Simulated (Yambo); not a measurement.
Here is a Yambo 5.3.0 calculation.

Contents of eels0.in:

```
optics
chi
Chimod= "HARTREE"
% BndsRnXd
 1 | 45 |
%
NGsBlkXd= 3 Ry
% LongDrXd
 1 | 1 | 1 |
%
% QpntsRXd
 2 | 2 |
%
% EnRngeXd
 0 | 50 | eV
%
% DmRngeXd
 0.3 | 0.3 | eV
%
ETStpsXd= 250
```

scf.in

```
&CONTROL
  calculation = 'scf'
  prefix = 'pwscf'
  outdir = './tmp'
  pseudo_dir = './pseudo'
/
&SYSTEM
  ibrav = 0
  nat = 2
  ntyp = 2
  ecutwfc = 86
  nbnd = 22
  occupations = 'smearing'
  smearing = 'fd'
  degauss = 0.00367493
  force_symmorphic = .true.
/
&ELECTRONS
  conv_thr = 4d-10
  electron_maxstep = 120
  mixing_beta = 0.5
/
ATOMIC_SPECIES
Pb   207.2000 Pb.upf
Se    78.9710 Se.upf
CELL_PARAMETERS angstrom
   0.0000000000    3.0606500000    3.0606500000
   3.0606500000    0.0000000000    3.0606500000
   3.0606500000    3.0606500000    0.0000000000
ATOMIC_POSITIONS crystal
Pb     0.0000000000    0.0000000000    0.0000000000
Se     0.5000000000    0.5000000000    0.5000000000
K_POINTS automatic
10 10 10 0 0 0
```

nscf.in

```
&CONTROL
  calculation = 'nscf'
  prefix = 'pwscf'
  outdir = './tmp'
  pseudo_dir = './pseudo'
/
&SYSTEM
  ibrav = 0
  nat = 2
  ntyp = 2
  ecutwfc = 86
  nbnd = 45
  occupations = 'fixed'
  force_symmorphic = .true.
/
&ELECTRONS
  conv_thr = 1d-08
  diago_full_acc = .true.
  diago_thr_init = 1d-06
/
ATOMIC_SPECIES
Pb   207.2000 Pb.upf
Se    78.9710 Se.upf
CELL_PARAMETERS angstrom
   0.0000000000    3.0606500000    3.0606500000
   3.0606500000    0.0000000000    3.0606500000
   3.0606500000    3.0606500000    0.0000000000
ATOMIC_POSITIONS crystal
Pb     0.0000000000    0.0000000000    0.0000000000
Se     0.5000000000    0.5000000000    0.5000000000
K_POINTS automatic
10 10 10 0 0 0
```

Potentials or basis: PseudoDojo 0.4.1 SR PBE standard.

Run with:

```sh
$ OMP_NUM_THREADS=1 pw.x -in scf.in > scf.out
$ OMP_NUM_THREADS=1 pw.x -in nscf.in > nscf.out
$ cd tmp/pwscf.save; p2y; mv SAVE ../..; cd ../..
$ OMP_NUM_THREADS=1 yambo
$ OMP_NUM_THREADS=1 yambo -F eels0.in -J eels0 -C eels0_out
```

Task: Estimate the peak of the energy-loss function.

Result: 14.9 eV.

Task: Estimate the band gap on the k mesh, mean-field level.

Result: 0.30 eV, direct.

Energy-loss function at q = [0.0, 0.0, 0.1] (reciprocal lattice):
```tsv
energy (eV)	loss
0.0	0.007
2.2	0.024
4.4	0.089
6.4	0.289
8.6	0.452
10.8	0.688
13.1	1.059
15.3	1.731
17.5	0.626
19.5	0.781
21.7	0.863
23.9	0.700
26.1	0.403
28.3	0.450
30.5	0.275
32.5	0.262
34.7	0.226
36.9	0.179
39.2	0.199
41.4	0.197
43.6	0.253
45.6	0.236
47.8	0.254
50.0	0.546
```

Caveat: spin-orbit coupling is left out, which as a rule narrows the gap of such compounds by several tenths of an eV.

**Measured values to compare with.**

A printed reference work, monograph reports, for a bulk crystal of PbSe at 300 K: band gap 0.28 eV (direct).

Measured gap of PbSe: 0.28 eV (direct; 300 K; a printed reference work, monograph). This calculation gives 0.30 eV (+0.02 eV). 2 values of this kind are on record (0.15 to 0.28 eV); this one was drawn at random. Spin-orbit coupling on Pb, Se is left out. The value is that of PBE on a finite k mesh, which can miss the band edges, without temperature or zero-point motion.
